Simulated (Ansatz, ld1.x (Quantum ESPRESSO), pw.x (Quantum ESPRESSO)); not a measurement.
## pw.x on fcc Ti: one setting changed

Potential: norm-conserving Troullier–Martins (Kleinman–Bylander form), ld1.x (Quantum ESPRESSO) 7.5, PBE; core [Ar], reference 3d2 4s2 4p0; waves: 4s (bound): rc 2.75 bohr; 4p (bound, empty): rc 2.90 bohr; 3d (bound): rc 2.70 bohr; local part: all-electron potential smoothed inside 2.20 bohr (lloc = -2); core correction: a·sin(br)/r model core inside 1.45 bohr.

The reference run (k-mesh 14³, cutoffs 50/200 Ry, Fermi–Dirac 0.01 Ry, mixing_beta 0.4, conv_thr 1e-9, no spin) gives 0.59 GPa at 17.482 Å³/atom, where all-electron LAPW gives -0.10 GPa. This run, with its own iteration cap, changes smearing to gauss.

```
&control
  calculation='scf', prefix='x', pseudo_dir='./', outdir='./tmp', tstress=.true., disk_io='none'
/
&system
  ibrav=0, nat=1, ntyp=1, ecutwfc=50, ecutrho=200, nbnd=9,
  occupations='smearing', smearing='gauss', degauss=0.01
/
&electrons
  conv_thr=1e-09, mixing_beta=0.4, electron_maxstep=60
/
ATOMIC_SPECIES
Ti 1.0 Ti.UPF
CELL_PARAMETERS angstrom
  0.00000000 2.05993590 2.05993590
  2.05993590 0.00000000 2.05993590
  2.05993590 2.05993590 0.00000000
ATOMIC_POSITIONS crystal
Ti 0.0000 0.0000 0.0000
K_POINTS automatic
14 14 14 0 0 0
```

```bash
pw.x < Ti.scf.in > Ti.scf.out
```

Q: How does the run end?

A: It converges in 7 iterations; the free energy moves by +45.1 meV/atom and the pressure by -0.43 GPa. Gaussian smearing of the same width is narrower in effect than Fermi–Dirac, so its quadratic term in F is smaller.

```
Message from routine setup:
     using ibrav=0 with symmetry is DISCOURAGED, use correct ibrav instead
     lattice parameter (alat)  =       5.5051  a.u.
     unit-cell volume          =     117.9744 (a.u.)^3
     number of electrons       =         4.00
     number of Kohn-Sham states=            9
     kinetic-energy cutoff     =      50.0000  Ry
     charge density cutoff     =     200.0000  Ry
     scf convergence threshold =      1.0E-09
     Exchange-correlation= PBE
     number of k points=   104  Gaussian smearing, width (Ry)=  0.0100
     iteration #  1     ecut=    50.00 Ry     beta= 0.40
     total energy              =     -13.07439955 Ry
     estimated scf accuracy    <       0.03103454 Ry
     iteration #  2     ecut=    50.00 Ry     beta= 0.40
     total energy              =     -13.07653920 Ry
     estimated scf accuracy    <       0.00222861 Ry
     iteration #  3     ecut=    50.00 Ry     beta= 0.40
     total energy              =     -13.07694088 Ry
     estimated scf accuracy    <       0.00010115 Ry
     iteration #  4     ecut=    50.00 Ry     beta= 0.40
     total energy              =     -13.07694480 Ry
     estimated scf accuracy    <       0.00000267 Ry
     iteration #  5     ecut=    50.00 Ry     beta= 0.40
     total energy              =     -13.07694536 Ry
     estimated scf accuracy    <       0.00000015 Ry
     iteration #  6     ecut=    50.00 Ry     beta= 0.40
     total energy              =     -13.07694539 Ry
     estimated scf accuracy    <          6.5E-09 Ry
     iteration #  7     ecut=    50.00 Ry     beta= 0.40
     the Fermi energy is     8.2391 ev
!    total energy              =     -13.07694539 Ry
     estimated scf accuracy    <          1.4E-11 Ry
     smearing contrib. (-TS)   =      -0.00124915 Ry
     The total energy is F=E-TS. E is the sum of the following terms:
     one-electron contribution =       5.54766682 Ry
     hartree contribution      =       0.16131677 Ry
     xc contribution           =      -9.36223307 Ry
     ewald contribution        =      -9.42244675 Ry
     convergence has been achieved in   7 iterations
          total   stress  (Ry/bohr**3)                   (kbar)     P=        1.62
     Message from routine punch:
     Nothing written, as per user request (disk_io='none')
```

The run took about 5.9 s on one core of a shared host (Neoverse-V1, 32 threads, 247 GiB, load 25).
